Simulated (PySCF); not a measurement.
## Frontier orbitals and the lowest excitations

Benzaldehyde, C₇H₆O.
Cartesian coordinates in Å at the PBE0-D3(BJ)/def2-SVP level; atoms count from 1:
```
atom  x, y, z in Å
O1     2.8772   -1.4383   -0.0926
C2     2.3330   -0.3702   -0.2166
C3     0.8800   -0.1411   -0.0596
C4     0.3524    1.1442   -0.2173
C5    -1.0152    1.3605   -0.0672
C6    -1.8553    0.2902    0.2402
C7    -1.3319   -0.9968    0.3981
C8     0.0324   -1.2130    0.2492
H9     2.9209    0.5503   -0.4696
H10    1.0220    1.9752   -0.4586
H11   -1.4290    2.3639   -0.1896
H12   -2.9285    0.4587    0.3582
H13   -1.9964   -1.8298    0.6386
H14    0.4748   -2.2049    0.3663
```

Level of theory: TDDFT wB97X-D/def2-SVPD, vertical, gas phase, core orbitals frozen in the response in PySCF.

Frontier orbitals with the atoms that hold most of them (Löwdin shares over 4%, at most four atoms; ? is withheld):

| orbital | ε (eV) | atoms |
| --- | --- | --- |
| HOMO-3 | -12.08 | C8 14%, C7 13%, C3 12%, C4 12% |
| HOMO-2 | -9.63 | C7 25%, C4 24%, C8 12%, C5 11% |
| HOMO-1 | -9.57 | O1 61%, C2 16%, H9 9%, C3 9% |
| HOMO | -9.53 | ? |
| LUMO | ? | ? |
| LUMO+1 | 1.02 | C7 20%, C4 20%, C5 17%, C8 17% |
| LUMO+2 | 2.34 | C5 14%, C4 14%, H10 11%, C2 10% |

Question: Give the leading atoms of the HOMO.

Answer: C3 (bonded to 3 C) 19%; C5 (bonded to 2 C and H) 19%; C6 (bonded to 2 C and H) 19%; C8 (bonded to 2 C and H) 17%.

Question: Which atoms hold the LUMO, and with what shares?

Answer: C2 (bonded to C, O and H) 21%; O1 (bonded to C) 19%; C6 (bonded to 2 C and H) 14%; C3 (bonded to 3 C) 12%. By element: carbon 46% or more, oxygen 19%.

Question: What is the LUMO energy, and the HOMO–LUMO gap?

Answer: ε(LUMO) = -0.25 eV; the gap is 9.28 eV (0.3411 hartree).

Question: The HOMO–LUMO gap is 9.28 eV. Where does the response calculation put the lowest singlet, and from which orbitals?

Answer: S1 is at 3.90 eV (f = 0.0002), 5.39 eV below the gap, made of HOMO-1→LUMO (89%), HOMO-1→LUMO+3 (10%). Its leading pair isn't HOMO and LUMO; the energies of that pair differ by 9.32 eV. 

Question: One configuration dominates each of S1, S3, S5 and S6. Which, and how do the shares of the two leading atoms of either orbital change from the occupied to the empty one?

Answer: 
- S1 (3.90 eV, f 0.0002), HOMO-1→LUMO (89%): O1 61% → 19%, C2 16% → 21%
- S3 (5.43 eV, f 0.250), HOMO→LUMO (74%): C3 19% → 12%, C5 19% → at most 13%, C2 at most 18% → 21%, O1 at most 18% → 19%
- S5 (6.63 eV, f 0.0002), HOMO-1→LUMO+1 (96%): O1 61% → at most 17%, C2 16% → at most 17%, C7 at most 6% → 20%, C4 at most 6% → 20%
- S6 (6.77 eV, f 0.479), HOMO-2→LUMO+1 (74%): C7 25% → 20%, C4 24% → 20%

On one thread of an Arm Neoverse V2 (shared host), this took 4.4 min of wall time.

One conformer stands for the species.
